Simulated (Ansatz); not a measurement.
# PbS: the cost of one run

Method: DFT PBE+D3(BJ), scalar-relativistic, plane waves, PAW, in Ansatz 0.2.0.

### 1 The starting structure

It takes space group Fm-3m (No. 225, cubic). Conventional cell: a = 5.930 Å, b = 5.930 Å, c = 5.930 Å, α = 90.00°, β = 90.00°, γ = 90.00°. Pb (site symmetry m-3m) has 6 S at 2.96 Å as nearest neighbours. Around S (site symmetry m-3m) lie 6 Pb at 2.96 Å.

Coordinates:

```
Pb S
1.0
     0.00000    2.96500    2.96500
     2.96500    0.00000    2.96500
     2.96500    2.96500    0.00000
Pb S
1 1
Direct
  0.00000 0.00000 0.00000
  0.50000 0.50000 0.50000
```

Source of the structure: the Crystallography Open Database.

### 2 A first look at the start

input.yaml reads:

```yaml
crystal:
  lattice:
    - [0.0, 2.965, 2.965]
    - [2.965, 0.0, 2.965]
    - [2.965, 2.965, 0.0]
  atoms:
    - { symbol: Pb, position: [0.0, 0.0, 0.0] }
    - { symbol: S, position: [0.5, 0.5, 0.5] }
basis:
  ecutwfc: 420
kpoints:
  mp_grid: { grid: [6, 6, 6] }
hamiltonian:
  xc: pbe
  dispersion: d3bj
scf:
  occupations: { method: gaussian, width: 0.1 }
output:
  forces: true
  stress: true
  eigenvalues: true
```

What time and memory should one allow on 1 thread of an Arm CPU, shared host?

About 1.1 s, with a peak of 0.28 GiB.
